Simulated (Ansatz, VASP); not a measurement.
## Two plane-wave programs on BAs

```
B As
1.0
     2.97298    0.00000    0.00000
     0.00000    2.97298    0.00000
     0.00000    0.00000    2.97298
B As
1 1
Direct
  0.50000 0.50000 0.50000
  0.00000 0.00000 0.00000
```

Change from the starting cell: volume scaled by 1.04.

Alike in both runs: task single point; functional PBE; k mesh 9 × 9 × 9; occupations fermi-dirac, width 0.05 eV; no spin polarisation.

|  | VASP | Ansatz |
| --- | --- | --- |
| version | VASP 6.6.1 | Ansatz 0.2.0 |
| potentials or method | VASP PAW PBE potentials, release 64 (B, As) | Ansatz PAW |
| plane-wave cutoff (eV) | 520 | 420 |
| valence electrons in the cell | 8 | 18 |

VASP gave:

| Quantity | Value |
| --- | --- |
| gap on the k mesh at the Fermi level (eV) | none |
| pressure (GPa) | -3.2 |

Question: Estimate Ansatz's values.

Answer: gap on the k mesh at the Fermi level (eV): none; pressure (GPa): -3.3.

A gap of «none» marks a metal or a gap that the smearing closes. The functional is the same, so the differences come from potentials, cutoffs and numerics. The two sets of potentials don't hold the same shells in valence.
